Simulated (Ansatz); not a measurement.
# Band table of BeS (rocksalt type)

```
CELL_PARAMETERS angstrom
0.00000 1.67834 1.67834
1.67834 0.00000 1.67834
1.67834 1.67834 0.00000
ATOMIC_POSITIONS crystal
Be 0.00000 0.00000 0.00000
S 0.50000 0.50000 0.50000
```

The cell comes from a relaxation on PAW files under the same functional, begun from a prototype that needn't be the stable phase.

Computed with Ansatz 0.2.0; functional LDA, scalar-relativistic. Settings: a Γ-centred 17×17×17 k mesh, Fermi–Dirac smearing of 0.08 eV, no spin polarisation. Methods: LAPW: all electrons, basis error target 1 meV/atom.

This run: volume at 0.4 of the series' base cell.

The structure type is held throughout; the real material can change phase at far lower pressure.

Path points, in fractions of the reciprocal vectors: Γ (0.000, 0.000, 0.000), X (0.500, 0.000, 0.500), U (0.625, 0.250, 0.625), K (0.375, 0.375, 0.750), L (0.500, 0.500, 0.500), W (0.500, 0.250, 0.750). The distance column jumps between branches of the path. Levels in eV from the Fermi level; bands 6 to 11, counted from the lowest band of the run. The gap is zero, the pressure 542.9 GPa.

```
# k(1/Å) point b6 b7 b8 b9 b10 b11
0.000 Γ -27.61 -0.08 -0.08 -0.08 5.89 5.89
0.234 - -27.45 -1.07 -1.07 -0.07 5.08 7.18
0.468 - -26.99 -2.90 -2.90 -0.13 3.38 5.29
0.702 - -26.21 -4.69 -4.69 -1.03 1.58 2.14
0.936 - -25.11 -6.23 -6.23 -4.12 -0.03 1.50
1.170 - -23.69 -7.69 -7.45 -7.45 -1.33 1.68
1.404 - -21.97 -11.05 -8.33 -8.33 -2.28 1.96
1.638 - -20.01 -14.01 -8.86 -8.86 -2.86 2.19
1.872 X -18.61 -15.75 -9.04 -9.04 -3.05 2.28
1.955 - -18.58 -15.75 -9.23 -9.02 -2.84 2.33
2.037 - -18.51 -15.76 -9.73 -8.95 -2.30 2.50
2.120 - -18.40 -15.80 -10.38 -8.83 -1.60 2.83
2.203 - -18.23 -15.88 -11.06 -8.67 -0.90 3.35
2.285 - -18.02 -16.05 -11.66 -8.47 -0.31 4.13
2.368 - -17.77 -16.33 -12.13 -8.22 0.15 5.15
2.451 - -17.47 -16.75 -12.41 -7.93 0.50 6.37
2.534 U -17.31 -17.12 -12.51 -7.58 0.79 7.72
3.680 K -17.31 -17.12 -12.51 -7.58 0.79 7.72
3.928 - -19.36 -15.80 -12.06 -6.29 1.57 9.28
4.176 - -21.44 -14.08 -10.99 -4.59 2.47 6.83
4.424 - -23.29 -11.97 -9.55 -2.49 3.66 4.76
4.673 - -24.83 -9.50 -7.79 -0.03 3.11 5.16
4.921 - -26.04 -6.75 -5.77 1.45 3.23 6.95
5.169 - -26.91 -3.88 -3.54 0.65 6.38 6.75
5.417 - -27.43 -1.31 -1.29 0.10 6.10 6.28
5.665 Γ -27.61 -0.08 -0.08 -0.08 5.89 5.89
5.868 - -27.49 -1.28 -0.29 -0.29 6.34 6.34
6.071 - -27.15 -3.80 -0.73 -0.73 7.06 7.46
6.273 - -26.57 -6.65 -1.18 -1.18 6.60 6.60
6.476 - -25.77 -9.48 -1.49 -1.49 4.70 4.70
6.678 - -24.76 -12.13 -1.60 -1.60 3.03 3.03
6.881 - -23.59 -14.50 -1.48 -1.48 1.61 1.61
7.084 - -22.42 -16.41 -1.13 -1.13 0.47 0.47
7.286 L -21.80 -17.27 -0.68 -0.68 -0.24 -0.24
7.452 - -21.71 -17.22 -2.33 -2.07 0.96 1.14
7.617 - -21.42 -17.09 -4.41 -3.62 1.92 2.65
7.783 - -20.94 -16.88 -6.55 -5.09 2.70 4.06
7.948 - -20.27 -16.60 -8.64 -6.42 3.50 5.33
8.114 - -19.42 -16.29 -10.64 -7.57 4.39 6.47
8.279 - -18.39 -15.98 -12.50 -8.48 5.37 7.51
8.445 - -17.17 -15.74 -14.21 -9.09 6.37 8.50
8.610 W -15.90 -15.65 -15.65 -9.30 6.95 9.34
8.727 - -16.34 -15.90 -14.88 -9.29 6.47 7.24
8.844 - -16.93 -15.88 -14.02 -9.27 5.23 5.57
8.961 - -17.44 -15.86 -13.10 -9.23 3.31 4.66
9.078 - -17.86 -15.83 -12.12 -9.18 1.51 3.85
9.195 - -18.19 -15.80 -11.11 -9.13 -0.14 3.19
9.312 - -18.42 -15.77 -10.14 -9.08 -1.57 2.69
9.429 - -18.56 -15.75 -9.36 -9.05 -2.63 2.38
9.546 X -18.61 -15.75 -9.04 -9.04 -3.05 2.28
```
